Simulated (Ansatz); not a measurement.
# InSb (F-43m): equation of state

An exercise on one series of results from a longer session: the logs are not shown, and one member is left open.

Computed with Ansatz 0.2.0 (DFT PBE, scalar-relativistic, plane waves, PAW, unless a step's input says otherwise).

3 further runs of the same task are left out: 1 that didn't finish, 2 set aside as unsound or not needed. Runs told in other sessions of the task aren't counted.

### The structure to begin with

The structure is cubic, space group F-43m (No. 216). Conventional cell: a = 6.635 Å, b = 6.635 Å, c = 6.635 Å, α = 90.00°, β = 90.00°, γ = 90.00°. In (site symmetry -43m) is surrounded by 4 Sb at 2.87 Å. Sb (site symmetry -43m) is surrounded by 4 In at 2.87 Å.

As a file:

```cif
data_structure
_symmetry_space_group_name_H-M 'P 1'
_symmetry_Int_Tables_number 1
_cell_length_a 4.6913
_cell_length_b 4.6913
_cell_length_c 4.6913
_cell_angle_alpha 60.000
_cell_angle_beta 60.000
_cell_angle_gamma 60.000
_cell_volume 73.01
loop_
_atom_site_label
_atom_site_type_symbol
_atom_site_fract_x
_atom_site_fract_y
_atom_site_fract_z
_atom_site_occupancy
In1 In 0.00000 0.00000 0.00000 1
Sb1 Sb 0.75000 0.75000 0.75000 1
```

This cell comes from an earlier session at PBE: 36.504 Å³/atom at 0.01 GPa, on a 10×10×10 mesh.

Volume factors to run: 0.980, 1.020, 0.960, 1.040.

Set-up of the first run:

input.yaml reads:

```yaml
crystal:
  lattice:
    - [0.0, 3.2949957723, 3.2949957723]
    - [3.2949957723, 0.0, 3.2949957723]
    - [3.2949957723, 3.2949957723, 0.0]
  atoms:
    - { symbol: In, position: [0.0, 0.0, 0.0] }
    - { symbol: Sb, position: [0.75, 0.75, 0.75] }
basis:
  ecutwfc: 420
  ecutrho_ratio: 4
kpoints:
  mp_grid: { grid: [10, 10, 10] }
hamiltonian:
  xc: pbe
scf:
  occupations: { method: gaussian, width: 0.05 }
output:
  forces: true
  stress: true
  eigenvalues: true
```

Started as:

```sh
> ansatz run input.yaml --threads 4 --pin off --max-ram 7168MiB --backend cpu --events-out ev --progress --plain --runs-dir out
```

Steps of the session up to this table: At 0.980 of the relaxed volume; Scaling the volume by 1.020; Volume × 0.960; At 1.040 of the relaxed volume.

One table of the session follows, with a row left open; its other results are not shown here.

It belongs to the step «The fit». 

| volume (Å³/atom) | energy (meV/atom) | pressure (GPa) |
| --- | --- | --- |
| 35.044 | 7.36 | 1.67 |
| 35.774 | ? | ? |
| 36.504 | 0.00 | 0.01 |
| 37.234 | 1.56 | -0.68 |
| 37.964 | 6.11 | -1.30 |

Estimate the missing values for volume (Å³/atom) = 35.774.

Worked estimate for «energy (meV/atom)». A straight line through the neighbours (35.044, 7.36) and (36.504, 0.00) gives 7.36 + (0.00 − 7.36) × (35.774 − 35.044) / (36.504 − 35.044) = 3.68; a parabola fitted to 3 rows on both sides gives 1.93.

**Answer.** energy (meV/atom): 1.79; pressure (GPa): 0.79. In «energy (meV/atom)» the line misses by +1.89 and the parabola by +0.14.
